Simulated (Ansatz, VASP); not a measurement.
# KBr: 3 runs at one level of theory

The starting cell:

```
Br K
1.0
     0.00000    3.30000    3.30000
     3.30000    0.00000    3.30000
     3.30000    3.30000    0.00000
Br K
1 1
Direct
  0.50000 0.50000 0.50000
  0.00000 0.00000 0.00000
```

Alike in all runs: task relaxation of cell and atoms; functional PBEsol; k mesh 7 × 7 × 7; occupations fermi-dirac, width 0.05 eV; no spin polarisation; no spin-orbit coupling.

```csv
program and potentials,plane-wave cutoff (eV),notes,equilibrium volume (Å³/atom)
"Ansatz, Ansatz PAW",420,"potentials made for PBE, which Ansatz adapts in part",35.11
"Ansatz, all-electron LAPW, scalar-relativistic",-,-,35.11
"VASP, PBE PAW files Br, K_sv, 600 eV",600,potentials made for PBE,35.28
```

The equilibrium volume spans 35.11 (Ansatz, all-electron LAPW, scalar-relativistic) to 35.28 Å³/atom (VASP, PBE PAW files Br, K_sv, 600 eV), with all-electron results at 35.11. Relaxations stop with a little pressure left, so the last digit of a volume isn't settled.

The functional is the same throughout but for its coding, so the spread measures potentials, basis and numerics; runs on potential files found faulty are left out.
